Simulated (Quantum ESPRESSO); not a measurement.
**AlN in Quantum ESPRESSO: the effect of target pressure**

AlN:

```
Al N
1.0
     3.11300    0.00000    0.00000
    -1.55650    2.69594    0.00000
     0.00000    0.00000    4.98100
Al N
2 2
Direct
  0.66667 0.33333 0.50000
  0.33333 0.66667 0.00000
  0.66667 0.33333 0.88000
  0.33333 0.66667 0.38000
```

Alike in all runs:

- Program: Quantum ESPRESSO 7.5
- Task: relaxation of cell and atoms
- Functional: PBEsol
- Potentials or basis: SSSP 1.3 efficiency PBE
- Cutoff: 939 eV
- Density cutoff: 7510 eV
- k mesh: 10 × 10 × 6
- Occupations: fermi-dirac, width 0.05 eV
- Spin: no spin polarisation

Each run relaxes the cell or the atoms first.

One run gave: relaxed volume 10.26 Å³/atom; gap on the mesh 4.23 eV. Which target pressure did it use?
A. 0 GPa
B. 30 GPa
C. 20 GPa
D. 5 GPa
E. 2 GPa

D.

```csv
target pressure,relaxed volume (Å³/atom),gap on the mesh (eV)
0 GPa,10.51,4.03
2 GPa,10.41,4.11
5 GPa,10.26,4.23
10 GPa,10.04,4.41
20 GPa,9.66,4.73
30 GPa,9.33,5.00
```

Caveats: the potentials were made for another functional, which shifts forces and pressure.

A k mesh can miss the band edges.

Runs at the PBE level aren't shown here.
